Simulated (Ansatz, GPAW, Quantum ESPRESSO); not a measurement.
## Nb: programs and potentials compared

```
Nb
1.0
    -1.66395    1.66395    1.66395
     1.66395   -1.66395    1.66395
     1.66395    1.66395   -1.66395
Nb
1
Direct
  0.00000 0.00000 0.00000
```

Alike in all runs: task band structure; functional revPBE; k mesh 11 × 11 × 11; occupations fermi-dirac, width 0.05 eV; no spin polarisation; no spin-orbit coupling. Pressure is positive in compression and, in plane waves, holds the error of the finite cutoff.

| program and potentials | plane-wave cutoff (eV) | notes | pressure (GPa) |
| --- | --- | --- | --- |
| Quantum ESPRESSO, SG15 PBE 1.2 | 952 | potentials made for PBE | -0.26 |
| Ansatz, all-electron LAPW, scalar-relativistic | - | - | 0.03 |
| GPAW, the program's PAW data sets (release 1.2.1) made for this functional | 600 | - | -0.57 |

The pressure spans -0.57 (GPAW, the program's PAW data sets (release 1.2.1) made for this functional) to 0.03 GPa (Ansatz, all-electron LAPW, scalar-relativistic), with all-electron results at 0.03.

Differences between rows come from potentials, basis sets and numerical settings, since the functional is the same but for its coding. Runs on potential files found faulty are left out.

All three calculations place this bcc niobium cell close to its revPBE equilibrium volume. The all-electron pressure of 0.03 GPa is practically zero, while the negative values of -0.26 and -0.57 GPa mean that the other two descriptions would favour a slightly smaller cell. Niobium is stiff because its partly filled 4d band occupies mainly bonding states, which give strong cohesion and a large bulk modulus. Pressure differences of this size therefore correspond to only very small changes in lattice constant.

Potentials made for the functional do not by themselves bring the pressure closest to the all-electron value: the GPAW result lies further from it than the one with PBE potentials. An incomplete plane-wave basis typically shifts the pressure downwards, so this probably contributes to the negative values alongside differences in the treatment of the core and semicore states. Close agreement in pressure at one volume does not establish equal agreement in the bulk modulus or the band energies.
